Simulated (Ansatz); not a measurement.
Zr: one input, then a changed one

The geometry is COD entry 9008559, unchecked; take it as a test cell.

First run: DFT, PBE, all-electron LAPW, non-relativistic (Ansatz 0.2.0).

Command: `ansatz run input.yaml --threads 1 --pin off --max-ram 2048MiB --backend cpu --events-out ev --progress --plain --runs-dir out` The run took 10 s on 1 thread of Arm Neoverse V2 (shared host).

```yaml
crystal:
  lattice:
    - [-1.81, 1.81, 1.81]
    - [1.81, -1.81, 1.81]
    - [1.81, 1.81, -1.81]
  atoms:
    - { symbol: Zr, position: [0.0, 0.0, 0.0] }
kpoints:
  mp_grid: { grid: [16, 16, 16] }
  band_path:
    path:
      - [0.0, 0.0, 0.0]
      - [0.5, -0.5, 0.5]
      - [0.0, 0.0, 0.5]
      - [0.0, 0.0, 0.0]
      - [0.25, 0.25, 0.25]
      - [0.5, -0.5, 0.5]
      - [0.25, 0.25, 0.25]
      - [0.0, 0.0, 0.5]
    npoints: 5
scf:
  occupations: { method: fermi_dirac, width: 0.03 }
hamiltonian:
  xc: pbe
  pseudopotentials:
    kind: all_electron
    lapw: { basis_error: 0.0005 }
    relativity: none
output:
  forces: true
  stress: true
  eigenvalues: true
```

Result: converged; pressure -3.54 GPa; no gap on the k mesh; 7 SCF iterations.

A second input differs as follows:

```diff
@@ -21,4 +21,6 @@
 scf:
   occupations: { method: fermi_dirac, width: 0.03 }
+  mixing: { algorithm: anderson, beta: 1.5, ndim: 1, preconditioner: none }
+  max_iter: 50
 hamiltonian:
   xc: pbe
```

Problem. What is wrong with it, and what does the program do?

Solution. The fault is mixing far too strong. The run refused before any iteration. The log ends:
```
Error: invalid value for `scf.mixing.beta`: must be finite and in (0, 1]; got 1.5
```
